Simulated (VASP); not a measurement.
# Se (P3_121) in VASP: a series of runs

One crystal, Se, is run at these levels: HSE06, PBE; tasks: single point.

Program: VASP 6.6.1. These are calculated values, not measurements. Logs are shortened: lines on timing, memory, paths and dates and some standing lists are left out, and cuts for length are marked.

## (1) Starting point

Symmetry: P3_121, No. 152, trigonal system. Conventional cell: a = 4.366 Å, b = 4.366 Å, c = 4.954 Å, α = 90.00°, β = 90.00°, γ = 120.00°. Se (site symmetry 2) is surrounded by 2 Se at 2.37 Å.

## (2) Single point, HSE06

Contents of POSCAR:

```
Se
1.0
    4.3662000000      0.0000000000      0.0000000000
   -2.1831000000      3.7812401180      0.0000000000
    0.0000000000      0.0000000000      4.9536000000
Se
3
Direct
    0.7746000000      0.7746000000      0.0000000000
    0.0000000000      0.2254000000      0.6666666667
    0.2254000000      0.0000000000      0.3333333333
```

Contents of INCAR.step1:

```
SYSTEM = Se
PREC = Accurate
ENCUT = 400
EDIFF = 1E-5
ISMEAR = 0
SIGMA = 0.01
LREAL = .FALSE.
LASPH = .TRUE.
NELM = 100
ALGO = Normal
ISIF = 2
LWAVE = .TRUE.
LCHARG = .FALSE.
NKRED = 2
NBANDS = 17
GGA = PE
```

Contents of INCAR.step2:

```
SYSTEM = Se
PREC = Accurate
ENCUT = 400
EDIFF = 1E-6
ISMEAR = 0
SIGMA = 0.01
LREAL = .FALSE.
LASPH = .TRUE.
NELM = 100
ALGO = Normal
ISIF = 2
LWAVE = .FALSE.
LCHARG = .FALSE.
GGA = PE
LHFCALC = .TRUE.
HFSCREEN = 0.2
PRECFOCK = Fast
NKRED = 2
NBANDS = 17
ISTART = 1
```

Contents of KPOINTS:

```
Automatic mesh
0
G
  4 4 4
  0 0 0
```

Potentials or basis: VASP PAW PBE potentials, release 64 (Se).

The run is started by

```sh
cat potpaw_PBE.64/Se/POTCAR > POTCAR
cp INCAR.step1 INCAR
mpirun -np 1 vasp_std > vasp.out
cp INCAR.step2 INCAR
mpirun -np 1 vasp_std > vasp.out
```

OUTCAR:

```text
SYSTEM = Se
   PREC = Accurate
   ENCUT = 400
   EDIFF = 1E-6
   ISMEAR = 0
   LREAL = .FALSE.
   LASPH = .TRUE.
   NELM = 100
   ISIF = 2
   GGA = PE
   LHFCALC = .TRUE.
   HFSCREEN = 0.2
   PRECFOCK = Fast
   NKRED = 2
   ISTART = 1

 Found     13 irreducible k-points:

 Following reciprocal coordinates:
            Coordinates               Weight
  0.000000  0.000000  0.000000      1.000000
  0.250000  0.000000  0.000000      6.000000
  0.500000  0.000000  0.000000      3.000000
  0.250000  0.250000  0.000000      6.000000
  0.000000  0.000000  0.250000      2.000000
  0.250000  0.000000  0.250000      6.000000
   k-points           NKPTS =     13   k-points in BZ     NKDIM =     64   number of bands    NBANDS=     17
   number of dos      NEDOS =    301   number of ions     NIONS =      3
   total plane-waves  NPLWV =  25088
   dimension x,y,z NGX =    28 NGY =   28 NGZ =   32
   dimension x,y,z NGXF=    56 NGYF=   56 NGZF=   64
   ions per type =               3
   NGX,Y,Z   is equivalent  to a cutoff of  10.66, 10.66, 10.74 a.u.
   NGXF,Y,Z  is equivalent  to a cutoff of  21.32, 21.32, 21.48 a.u.
 SYSTEM =  Se
   PREC   = accura    normal or accurate (medium, high low for compatibility)
   ISTART =      1    job   : 0-new  1-cont  2-samecut
   ICHARG =      0    charge: 1-file 2-atom 10-const
   ISPIN  =      1    spin polarized calculation?
   LNONCOLLINEAR =      F non collinear calculations
   LSORBIT =      F    spin-orbit coupling
   LASPH  =      T    aspherical Exc in radial PAW
   ENCUT  =  400.0 eV  29.40 Ry    5.42 a.u.   7.12  7.12  8.08*2*pi/ulx,y,z
   NELM   =    100;   NELMIN=  2; NELMDL=  0     # of ELM steps
   EDIFF  = 0.1E-05   stopping-criterion for ELM
   LREAL  =      F    real-space projection
   EDIFFG = 0.1E-04   stopping-criterion for IOM
   NSW    =      0    number of steps for IOM
   IBRION =     -1    ionic relax: 0-MD 1-quasi-New 2-CG
   NFREE  =      0    steps in history (QN), initial steepest desc. (CG)
   ISIF   =      2    stress and relaxation
   ISYM   =      3    0-nonsym 1-usesym 2-fastsym
   POTIM  = 0.5000    time-step for ionic-motion
   TEBEG  =    0.0;   TEEND  =   0.0 temperature during run
   PSTRESS=    0.0 pullay stress
   NELECT =      18.0000    total number of electrons
   NUPDOWN=      -1.0000    fix difference up-down
   EMIN   =  10.00;   EMAX   =-10.00  energy-range for DOS
   EFERMI =   0.00;   METHOD = LEGACY
   ISMEAR =     0;   SIGMA  =   0.01  broadening in eV -4-tet -1-fermi 0-gaus
   EFERMI_NEDOS =   21; number of points for ismear=-14 and -15
   IALGO  =     38    algorithm
   IMIX   =      1    mixing-type and parameters
     AMIX     =   0.40;   BMIX     =  1.00
     AMIX_MAG =   1.60;   BMIX_MAG =  1.00
  volume/ion in A,a.u.               =      27.26       183.96
  Fermi-wavevector in a.u.,A,eV,Ry     =   0.988430  1.867862 13.292817  0.976995
  Thomas-Fermi vector in A             =   2.119956
   LORBIT       =      0    0 simple, 1 ext, 2 COOP (PROOUT), +10 PAW based schemes
   GGA     = PE    functional components
   LHFCALC =     T    Hartree Fock is set to
   PRECFOCK=fast      Normal, Fast or Accurate (Low or Medium for compatibility)
   ENCUT4O =  -1.0   cutoff for four orbital integrals eV
   NKREDX  =     2    reduce k-point grid by
   NKREDY  =     2    reduce k-point grid by
   NKREDZ  =     2    reduce k-point grid by
   AEXX    =    0.2500 exact exchange contribution
   HFSCREEN=    0.2000 screening length (either q_TF or 0.3 A-1)
   HFSCREENC=   0.2000 screening length for correlation (either q_TF or 0.3 A-1)
   ENCUTFOCK=  -1.0 apply spherical cutoff to Coloumb kernel
   IVDW    =     0    specifies the selected vdW correction
   LEPSILON=     F    determine dielectric tensor
   LRPA    =     F    only Hartree local field effects (RPA)
 non-spin polarized calculation
 Gauss-broadening in eV      SIGMA  =   0.01
  energy-cutoff  :      400.00
  volume of cell :       81.78
 maximum number of plane-waves:      1495
  NGX = 16; NGY = 16; NGZ = 18

 number of electron      18.0000000 magnetization

 Free energy of the ion-electron system (eV)
  ---------------------------------------------------
  ext. energy  EPLUGINS =         0.00000000
  ---------------------------------------------------
  free energy    TOTEN  =       -13.39449754 eV

  energy without entropy =      -13.39449754  energy(sigma->0) =      -13.39449754

 E-fermi :   2.1914     XC(G=0):  -7.3691

 val. band max:        2.1327725565   @ k =   0.5000   0.0000   0.5000
 cond. band min:       4.1730193443   @ k =   0.0000   0.0000   0.5000
 fundamental gap:      2.0402467879
 Fermi energy:         2.1913630933

 k-point     1 :       0.0000    0.0000    0.0000
  band No.  band energies     occupation
      1     -15.1884      2.00000
      2     -10.6086      2.00000
      3     -10.6086      2.00000
      4      -1.9293      2.00000
      5      -1.9293      2.00000
      6      -1.8879      2.00000
[... 9 lines left out ...]
     16      11.5414      0.00000
     17      11.8807      0.00000

 k-point     2 :       0.2500    0.0000    0.0000
  band No.  band energies     occupation
      1     -14.9450      2.00000
      2     -10.8543      2.00000
      3     -10.5844      2.00000
      4      -3.1011      2.00000
      5      -2.5258      2.00000
      6      -1.7696      2.00000
[... 9 lines left out ...]
     16      12.0004      0.00000
     17      12.2646      0.00000

 k-point     3 :       0.5000    0.0000    0.0000
  band No.  band energies     occupation
      1     -14.6507      2.00000
      2     -11.1755      2.00000
      3     -10.5587      2.00000
      4      -3.4290      2.00000
      5      -2.8962      2.00000
      6      -1.6427      2.00000
[... 9 lines left out ...]
     16      12.9545      0.00000
     17      13.6737      0.00000

 k-point     4 :       0.2500    0.2500    0.0000
  band No.  band energies     occupation
      1     -14.6544      2.00000
      2     -11.0168      2.00000
      3     -10.7345      2.00000
      4      -3.2855      2.00000
      5      -3.1257      2.00000
      6      -1.3526      2.00000
[... 9 lines left out ...]
     16      12.5513      0.00000
     17      13.6278      0.00000

 k-point     5 :       0.0000    0.0000    0.2500
  band No.  band energies     occupation
      1     -14.8655      2.00000
      2     -12.4247      2.00000
      3      -8.8856      2.00000
      4      -2.6115      2.00000
      5      -1.7368      2.00000
      6      -1.6006      2.00000
[... 9 lines left out ...]
     16      10.6316      0.00000
     17      11.6558      0.00000

 k-point     6 :       0.2500    0.0000    0.2500
  band No.  band energies     occupation
      1     -14.6352      2.00000
      2     -12.3253      2.00000
      3      -9.3335      2.00000
      4      -3.1084      2.00000
      5      -2.6459      2.00000
      6      -1.5126      2.00000
[... 9 lines left out ...]
     16      11.2331      0.00000
     17      12.3334      0.00000

 [... further k-points ...]

------------------------ aborting loop because EDIFF is reached ----------------------------------------

  FORCE on cell =-STRESS in cart. coord.  units (eV):
  Direction    XX          YY          ZZ          XY          YZ          ZX
  --------------------------------------------------------------------------------------
  -------------------------------------------------------------------------------------
  Total        0.1118994      0.1118994     -0.0412573      0.0000000      0.0000000      0.0000000
  in kB        2.1921971      2.1921971     -0.8082620      0.0000000      0.0000000      0.0000000
  external PRESSURE =       1.1920441 kB  Pullay stress =       0.0000000 kB

 VOLUME and BASIS-vectors are now :
 -----------------------------------------------------------------------------
  energy-cutoff  :      400.00
  volume of cell :       81.78
      direct lattice vectors                 reciprocal lattice vectors
     4.366200000  0.000000000  0.000000000     0.229032110  0.132231751  0.000000000
    -2.183100000  3.781240118  0.000000000     0.000000000  0.264463501  0.000000000
     0.000000000  0.000000000  4.953600000     0.000000000  0.000000000  0.201873385

 POSITION                                       TOTAL-FORCE (eV/Angst)
 -----------------------------------------------------------------------------------
      1.69103      2.92895      0.00000         0.080919      0.140156     -0.000000
     -0.49207      0.85229      3.30240         0.080919     -0.140156      0.000000
      0.98414      0.00000      1.65120        -0.161838     -0.000000      0.000000
 -----------------------------------------------------------------------------------
    total drift:                               -0.000003      0.000000     -0.000000

  FREE ENERGIE OF THE ION-ELECTRON SYSTEM (eV)
  ---------------------------------------------------
  free  energy   TOTEN  =       -13.3944975423 eV

  energy  without entropy=      -13.3944975423  energy(sigma->0) =      -13.39449754
```

Wall time 37 s (1 thread of Intel Xeon Platinum 8559C (Emerald Rapids), shared host); peak memory 0.26 GiB.

These settings aren't checked as converged: the numbers below hold their error.

Results:

```
Free energy            : -13.3945 eV
Pressure               : 0.1 GPa
Largest force          : 0.162 eV/Å
Band gap on the k mesh : 2.04 eV, indirect (least direct gap 2.53 eV)
```

Caveat: the PAW data sets were made with another functional, which shifts forces and pressure a little.

## (3) Single point, HSE06

POSCAR is that of step 2.

INCAR.step1: that of step 2 with these lines changed.

```diff
@@ -13,3 +13,3 @@
 LCHARG = .FALSE.
-NKRED = 2
+NKRED = 1
 NBANDS = 17
```

INCAR.step2: that of step 2 with these lines changed.

```diff
@@ -3,3 +3,3 @@
 ENCUT = 400
-EDIFF = 1E-6
+EDIFF = 1E-4
 ISMEAR = 0
@@ -17,3 +17,3 @@
 PRECFOCK = Fast
-NKRED = 2
+NKRED = 1
 NBANDS = 17
```

Contents of KPOINTS:

```
Automatic mesh
0
G
  5 5 4
  0 0 0
```

Potentials or basis: VASP PAW PBE potentials, release 64 (Se).

The run is started by

```sh
cat potpaw_PBE.64/Se/POTCAR > POTCAR
cp INCAR.step1 INCAR
mpirun -np 1 vasp_std > vasp.out
cp INCAR.step2 INCAR
mpirun -np 1 vasp_std > vasp.out
```

It took 3.5 min on 1 thread of Intel Xeon Platinum 8559C (Emerald Rapids), shared host; peak memory 0.27 GiB.

The run converged, but some of its settings lie outside the range that counts as converged, so its numbers aren't taken as properties of the crystal.

What came out:

```yaml
Free_energy: -13.2878 eV
Pressure: 0.5 GPa
Largest_force: 0.185 eV/Å
Band_gap_on_the_k_mesh: 2.02 eV, indirect (least direct gap 2.12 eV)
```

Caveat: the PAW data sets were made with another functional, which shifts forces and pressure a little; an odd mesh through Γ misses points on the zone boundary, where band edges often lie.

## (4) Single point, PBE, spin-orbit coupling, no magnetisation

Contents of INCAR:

```
PREC = Accurate
ENCUT = 520
EDIFF = 1E-7
ISMEAR = 0
SIGMA = 0.02
LREAL = F
LASPH = T
NELM = 100
ALGO = Normal
ISIF = 2
LWAVE = F
LCHARG = F
MAGMOM = 0 0 0 0 0 0 0 0 0
LORBIT = 11
LSORBIT = T
GGA_COMPAT = F
GGA = PE
NBANDS = 34
```

Contents of KPOINTS:

```
Automatic mesh
0
Gamma
  9 9 7
```

POSCAR is that of step 3.

The run is started by

```sh
cat potpaw_PBE.64/Se/POTCAR > POTCAR
mpirun -np 1 vasp_ncl > vasp.out
```

Run time: 3.2 min. Hardware: 1 thread of Intel Xeon 6975P-C (Granite Rapids), shared host; peak memory 0.6 GiB.

The run converged, but some of its settings lie outside the range that counts as converged, so its numbers aren't taken as properties of the crystal.

What came out:

```
Free energy                                           : -10.5374 eV
Pressure                                              : 3.0 GPa
Largest force                                         : 0.448 eV/Å
Valence electrons inside the program's atomic spheres : Se 3.75
```

## (5) For comparison

An earlier run on the cell as given: functional PBEsol; potentials or basis VASP PAW PBE potentials, release 64 (Se); cutoff 520 eV; k mesh 7 × 7 × 6; occupations fermi-dirac, width 0.05 eV; no spin polarisation.

- Pressure: 0.4 GPa
- Largest force: 0.333 eV/Å
- Band gap on the k mesh: 1.14 eV, indirect (least direct gap 1.43 eV)
